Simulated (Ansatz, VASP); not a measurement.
**Two plane-wave programs on Pt**

```
Pt
1.0
     0.00000    1.96104    1.96104
     1.96104    0.00000    1.96104
     1.96104    1.96104    0.00000
Pt
1
Direct
  0.00000 0.00000 0.00000
```

Alike in both runs: functional PBE; k mesh 18 × 18 × 18; occupations gaussian, width 0.1 eV; no spin polarisation.

Ansatz relaxed the structure, and its values are those at the end. VASP's run is a single point on that final structure, the one shown.

|  | VASP | Ansatz |
| --- | --- | --- |
| version | VASP 6.6.1 | Ansatz 0.2.0 |
| potentials or method | VASP PAW PBE potentials, release 64 (Pt) | scalar-relativistic, plane waves, PAW |
| plane-wave cutoff (eV) | 520 | 420 |
| valence electrons in the cell | 10 | 18 |

|  | VASP | Ansatz | Ansatz less VASP |
| --- | --- | --- | --- |
| gap on the k mesh at the Fermi level (eV) | none | none | - |
| pressure (GPa) | 9.5 | 10.0 | +0.54 |

A gap of «none» marks a metal or a gap that the smearing closes. The two sets of potentials don't hold the same shells in valence.

The runs have no spin-orbit coupling, so splittings on Pt are missing.
